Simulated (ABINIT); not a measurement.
Here is an ABINIT 10.8.3 (patched build) calculation.

The input run.abi:

```
# Pseudopotentials
pp_dirpath "./"
pseudos "Cu.upf, O.upf"

# Structure
acell 3*1.0 Angstrom
rprim
     2.3446500000    -1.7134000000     0.0000000000
     2.3446500000     1.7134000000     0.0000000000
    -0.8605543552     0.0000000000     5.0594363927
ntypat 2
znucl 29 8
natom 4
typat 1 1 2 2
xcart
     1.4022671557    -1.5982060878     4.7804745636
     2.2153731791     1.5982060878     0.0000000000
     3.1031631723     0.5368366478     7.2060873571
     3.9162691956    -0.5368366478     2.4256127936
chkprim 0
chksymtnons 0
tolsym 1.0e-6

# Plane-wave basis
ecut 42.0

# k points
kptopt 1
ngkpt 8 8 4
nshiftk 1
shiftk 0.0 0.0 0.0

# Exchange and correlation
ixc -116133

# Bands and occupations
nband 30
occopt 3
tsmear 0.00183747

# SCF cycle
nstep 100
tolvrs 1.0e-10

# Output
iomode 3
prtwf 0
prteig 0
prtebands 0
enunit 2
prtden 1
prtvha 1
prtvclmb 1
prtpot 1
prtelf 1
```

Potentials or basis: PseudoDojo NC SR PBEsol v0.4.1 standard.

Run with:

```console
$ abinit run.abi > log 2>&1
```

**Question.** Estimate the largest force.

**Answer.** 0.771 eV/Å.

**Question.** What does it give for the pressure?

**Answer.** -4.0 GPa.

**Question.** Estimate the band gap on the k mesh.

**Answer.** None (metal or under the smearing width).

Forces in eV/Å, atoms in the order of the input:
```
Cu  -0.596 -0.323  0.228
Cu  -0.596  0.323  0.228
O    0.596 -0.433 -0.228
O    0.596  0.433 -0.228
```

Caveat: the run has no spin polarisation, though such a crystal can be magnetic; semilocal functionals often make such compounds metallic where correlation or magnetic order opens a gap, which also shifts bond lengths. With open d or f shells a metallic result of PBEsol can be an artefact of self-interaction; +U or a hybrid may open a gap.
